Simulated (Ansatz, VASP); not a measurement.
# Two plane-wave programs on Rh

```
Rh
1.0
     0.00000    1.88990    1.88990
     1.88990    0.00000    1.88990
     1.88990    1.88990    0.00000
Rh
1
Direct
  0.00000 0.00000 0.00000
```

Alike in both runs: functional PBEsol; k mesh 24 × 24 × 24; occupations gaussian, width 0.1 eV; no spin polarisation.

Ansatz relaxed the structure, and its values are those at the end. VASP's run is a single point on that final structure, the one shown.

|  | VASP | Ansatz |
| --- | --- | --- |
| version | VASP 6.6.1 | Ansatz 0.2.0 |
| potentials or method | VASP PAW PBE potentials, release 64 (Rh_pv) | scalar-relativistic, plane waves, PAW |
| plane-wave cutoff (eV) | 520 | 420 |
| valence electrons in the cell | 15 | 17 |

```tsv
	VASP	Ansatz	Ansatz less VASP
gap on the k mesh at the Fermi level (eV)	none	none	-
pressure (GPa)	-0.1	0.0	+0.07
```

A gap of «none» marks a metal or a gap that the smearing closes. The two sets of potentials don't hold the same shells in valence.

Caveats: the PAW data sets were made with another functional, which shifts forces and pressure a little (VASP).
